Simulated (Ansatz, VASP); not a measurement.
**HgTe (Coloradoite): VASP beside Ansatz**

```xyz
2
Lattice="0.0000 3.2892 3.2892 3.2892 0.0000 3.2892 3.2892 3.2892 0.0000" Properties=species:S:1:pos:R:3 pbc="T T T"
Hg    0.0000    0.0000    0.0000
Te    1.6446    1.6446    1.6446
```

Alike in both runs: task single point; functional PBE; k mesh 6 × 6 × 6; occupations fermi-dirac, width 0.02 eV; no spin polarisation.

|  | VASP | Ansatz |
| --- | --- | --- |
| version | VASP 6.6.1 | Ansatz 0.2.0 |
| potentials or method | VASP PAW PBE potentials, release 64 (Hg, Te) | plane waves, PAW |
| plane-wave cutoff (eV) | 520 | 420 |
| valence electrons in the cell | 18 | 36 |

```tsv
	VASP	Ansatz	Ansatz less VASP
pressure (GPa)	1.3	1.3	-0.05
```

The two sets of potentials don't hold the same shells in valence.

Spin-orbit coupling is left out, which matters for the levels of Hg, Te.
